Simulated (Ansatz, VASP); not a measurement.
## One calculation of AlPt, two programs

File INCAR:

```
SYSTEM = AlPt
PREC = Accurate ; ENCUT = 520
EDIFF = 1E-6 ; ISMEAR = 0
SIGMA = 0.15 ; LREAL = .False.
LASPH = .True. ; NELM = 100
ALGO = Normal ; ISIF = 2
LWAVE = .False. ; LCHARG = .True.
GGA = PS ; LELF = .True.
LVHAR = .True. ; NBANDS = 14
```

The input KPOINTS:

```
Automatic mesh
0
Gamma
  12 12 12
  0 0 0
```

File POSCAR:

```
AlPt
1.0
    3.0601616564      0.0000000000      0.0000000000
    0.0000000000      3.0601616564      0.0000000000
    0.0000000000      0.0000000000      3.0601616564
Al Pt
1 1
Direct
    0.0000000000      0.0000000000      0.0000000000
    0.5000000000      0.5000000000      0.5000000000
```

Input for Ansatz:

```yaml
crystal:
  lattice:
    - [3.0601616564, 0.0, 0.0]
    - [0.0, 3.0601616564, 0.0]
    - [0.0, 0.0, 3.0601616564]
  atoms:
    - { symbol: Al, position: [0.0, 0.0, 0.0] }
    - { symbol: Pt, position: [0.5, 0.5, 0.5] }
basis:
  ecutwfc: 420
kpoints:
  mp_grid: { grid: [12, 12, 12] }
hamiltonian:
  xc: pbesol
scf:
  occupations: { method: gaussian, width: 0.15 }
output:
  forces: true
  stress: true
  eigenvalues: true
  write_density: true
  write_potential: true
  elf: true
  volumetric_format: npy
```

Measurements of this composition are mostly on another form, of space group No. 198.

Alike in both runs: task single point; functional PBEsol; k mesh 12 × 12 × 12; occupations gaussian, width 0.15 eV; no spin polarisation.

|  | VASP | Ansatz |
| --- | --- | --- |
| version | VASP 6.6.1 | Ansatz 0.2.0 |
| potentials or method | VASP PAW PBE potentials, release 64 (Al, Pt) | scalar-relativistic, plane waves, PAW |
| plane-wave cutoff (eV) | 520 | 420 |
| valence electrons in the cell | 13 | 21 |

VASP gave:

```
gap on the k mesh at the Fermi level (eV) : none
pressure (GPa)                            : 0.0
```

Task: Estimate Ansatz's values.

Result: gap on the k mesh at the Fermi level (eV): none; pressure (GPa): 0.1.

A gap of «none» marks a metal or a gap that the smearing closes. The two sets of potentials don't hold the same shells in valence.

Caveats: the PAW data sets were made with another functional, which shifts forces and pressure a little (VASP). The runs have no spin-orbit coupling, so splittings on Pt are missing.
